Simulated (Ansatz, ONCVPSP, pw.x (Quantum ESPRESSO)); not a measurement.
## Equation-of-state test of one ONCV potential (B (Z = 5))

* Element: boron (B)
* Generator: ONCVPSP 4.0.1.1 (patched build)
* Type: optimised norm-conserving Vanderbilt (ONCV)
* Functional: PBE
* Relativity: scalar-relativistic
* Frozen core: [He]
* Valence charge: 3
* Reference configuration: 2s2 2p0.5 (charge +0.5)
* Partial waves: 2s: rc 1.30 bohr, ncon 4, nbas 7, qcut 4 1/bohr, 2 projectors, debl 2.4 Ha; 2p: rc 2.40 bohr, ncon 4, nbas 7, qcut 5.6 1/bohr, 3 projectors, debl 2.9 Ha; d scattering state at 0.17 Ha: rc 2.10 bohr, ncon 4, nbas 8, qcut 4.5 1/bohr, 2 projectors, debl 0.7 Ha
* Local potential: polynomial inside 0.90 bohr (lpopt 5, dvloc0 3 Ha)
* Core correction: Teter function, fcfact 4.75, rcfact 1.25

Atomic tests: cutoffs needed: 24 Ha and 61 Ha (the cutoffs (Ha) at which the residual kinetic energy of the hardest occupied pseudo-wave falls to 1 and 0.1 mHa per electron); ghost test: no bound ghost flagged; no localised positive-energy state flagged; largest excitation error: +101 meV (all-electron minus pseudo) for 2s1 2p0, out of 4 test configurations.

Crystal test: diamond B in pw.x 7.5, no spin, 11³ k-points, Fermi–Dirac smearing 0.01 Ry, cutoffs 145/580 Ry. The reference is all-electron LAPW (Ansatz 0.2.0) with the same functional, mesh and smearing; V0 and B0 come from Birch–Murnaghan fits to the pressures at five volumes. Errors are pseudo minus all-electron; Δ is the rms difference of the E(V) curves that follow from these fits, minima aligned, over ±6 % about the mean V0. Mesh and smearing are coarse, so the numbers serve the comparison and aren't converged zero-temperature values; the lattice is a test structure that the element need not adopt.

```
V (Å³/atom)  P all-electron (GPa)  P pseudo (GPa)
      7.899                 10.02           -0.00
      8.107                  4.78           -4.40
      8.315                  0.11           -8.31
      8.523                 -4.05          -11.80
      8.731                 -7.77          -14.92
```

All-electron: a0 = 4.053 Å (V0 = 8.32 Å³/atom), B0 = 175.9 GPa.

Pseudopotential: mean pressure error (GPa): -8.50. The pressure does not cross zero within the volumes sampled, so no fit is given. The largest radius (2.40 bohr) exceeds half the bond length (1.66 bohr), so the spheres overlap, which is one possible source of error among others. This is a poor potential for the solid.

Question: At the middle volume, how do free energy and pressure move when the wave cutoff is lowered (ecutrho kept at four times it)?

Answer:

```json
{"cutoff (Ry)": "65", "shift of F (meV/atom)": "+19.1", "shift of P (GPa)": "+0.10"}
{"cutoff (Ry)": "87", "shift of F (meV/atom)": "+17.1", "shift of P (GPa)": "-0.09"}
{"cutoff (Ry)": "116", "shift of F (meV/atom)": "+5.8", "shift of P (GPa)": "-0.36"}
```

The run at the middle volume (56 k-points, 6 iterations) took about 26 s on one core of a shared host (Neoverse-V2, 96 threads, 742 GiB, load 86).
